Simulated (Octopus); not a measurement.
SnO:

```
Sn O
1.0
     3.13193    0.00000    0.00000
     0.00000    3.13193    0.00000
     0.00000    0.00000    3.13193
Sn O
1 1
Direct
  0.00000 0.00000 0.00000
  0.50000 0.50000 0.50000
```

The cell was built by a generator and needn't be a form met in nature.

- Program: Octopus 16.4
- Task: single point
- Functional: PBE
- Potentials or basis: pseudodojo_pbe (PseudoDojo 0.5, PBE)
- Grid spacing: 0.116 Å
- k mesh: 9 × 9 × 9
- Occupations: fermi-dirac, width 0.05 eV
- Spin: no spin polarisation

On this cell: largest force zero by symmetry; band gap on the k mesh 0.48 eV, indirect (least direct gap 0.92 eV).

The same run follows on a disturbed copy (atoms moved at random, drawn with an rms of 0.05 Å):

```
Sn O
1.0
     3.13193    0.00000    0.00000
     0.00000    3.13193    0.00000
     0.00000    0.00000    3.13193
Sn O
1 1
Direct
  0.01028 0.99187 0.99583
  0.49555 0.51364 0.50290
```

Task: What changes?

Result: The energy moves by -6.5 meV/atom; largest force 0.293 eV/Å; band gap on the k mesh 0.48 eV, indirect (least direct gap 0.91 eV).

Forces in eV/Å, atoms in the order of the input:
```
Sn   0.158 -0.235 -0.075
O   -0.158  0.235  0.075
```

The energy falls, though the first cell shows no forces: that form is unstable against this distortion, unless noise or another electronic state is at work.

Caveats: the files of the heavy main-group elements may lack f projectors, which makes oxides come out too large; spin-orbit coupling is left out, which moves the levels of the heavy elements; an odd mesh through Γ misses points on the zone boundary, where band edges often lie.
